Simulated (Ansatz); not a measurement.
# Ni: a line through an energy map

How does the energy of Ni (Fm-3m, No. 225; 1 atom in the cell) vary with strain +e along z and -e/2 along x and y, at strain +e along x and -e along y = 0.0 %?

Method: DFT PBE, scalar-relativistic, plane waves, PAW, in Ansatz 0.2.0.

1 further run of the same task is left out (set aside as unsound or not needed).

## Step 1: The starting structure

The structure is cubic, space group Fm-3m (No. 225). The conventional cell has a = 3.518 Å, b = 3.518 Å, c = 3.518 Å, α = 90.00°, β = 90.00°, γ = 90.00°. Ni (site symmetry m-3m) is surrounded by 12 Ni at 2.49 Å.

Coordinates:

```xyz
1
Lattice="0.0000 1.7590 1.7590 1.7590 0.0000 1.7590 1.7590 1.7590 0.0000" Properties=species:S:1:pos:R:3 pbc="T T T"
Ni    0.0000    0.0000    0.0000
```

It is the result of an earlier relaxation at this level (volume 10.89 Å³/atom; gap on the mesh: none (metal), site moments up to 0.7 μB).

## Step 2: Plan of the line

The energy is mapped over two homogeneous strains (x along [1 0 0], y along [0 1 0], z along [0 0 1] of the conventional cell).

First coordinate, strain +e along x and -e along y: 7 values from −11.0 %. Second coordinate, strain +e along z and -e/2 along x and y: 7 values from −15 to 15 %.

Nothing else is relaxed (symmetry fixes all fractional coordinates). Energies count from the relaxed crystal. Points are written as (first, second).

## Step 3: Grid point (0.0 %, −15 %)

input.yaml

```yaml
crystal:
  lattice:
    - [0.0, 1.8909753312, 1.4951897967]
    - [1.8909753312, 0.0, 1.4951897967]
    - [1.8909753312, 1.8909753312, 0.0]
  atoms:
    - { symbol: Ni, position: [0.0, 0.0, 0.0], spin: 0.75 }
basis:
  ecutwfc: 520.0
kpoints:
  mp_grid: { grid: [22, 22, 22] }
hamiltonian:
  xc: pbe
scf:
  occupations: { method: gaussian, width: 0.15 }
output:
  forces: true
  stress: true
  eigenvalues: true
  populations: true
magnetization:
  spin_polarized: true
```

The run is started by

```
$ ansatz run input.yaml --threads 1 --pin off --max-ram 2048MiB --backend cpu --events-out ev --progress --plain --runs-dir out
```

Further runs follow: the other points of the line.

Before running it: what results should come out? Wanted: for each run, strain +e along z and -e/2 along x and y; energy; slope; pressure; magnetic moment; absolute magnetic moment.

As calculated:

```
strain +e along z and -e/2 along x and y (%)  step  energy (meV/atom)  slope (meV/atom per %)  pressure (GPa)  magnetic moment (μB per cell)  absolute magnetic moment (μB per cell)
                                         −15     3                 83                    −6.9             5.4                          0.579                                   0.651
                                         −10     4                 46                    −7.5             2.7                          0.616                                   0.699
                                          −5     5                 14                    −5.0             0.9                          0.636                                   0.726
                                           0     –                  0                     0.0             0.2                          0.644                                   0.736
                                           5     6                 17                     7.1             1.0                          0.635                                   0.725
                                          10     7                 74                    15.6             3.6                          0.612                                   0.694
                                          15     8                173                    24.6             8.1                          0.550                                   0.617
```

Energies count from the relaxed crystal. Rows without a step come from runs not printed here or follow by symmetry. Slopes come from the forces (and the stress, where the cell changes), not from differences of energies.

**Reading.** The lowest point of the line is at 0 %, 0 meV/atom from the zero. A fit to energies and slopes at the lowest point and its two neighbours puts the minimum at 0.0 %, with a curvature of about 1.2 meV/atom per %². Divided by the reference volume, that is a stiffness of about 180 GPa for this pattern of strain. The well is lopsided: two grid steps out, the energy rises by 46 meV/atom towards smaller values and 74 meV/atom towards larger ones. The highest point computed, at 15 %, lies 173 meV/atom above the lowest. This is one cut through a surface in two coordinates; it holds the lowest point sampled, which need not be a minimum.
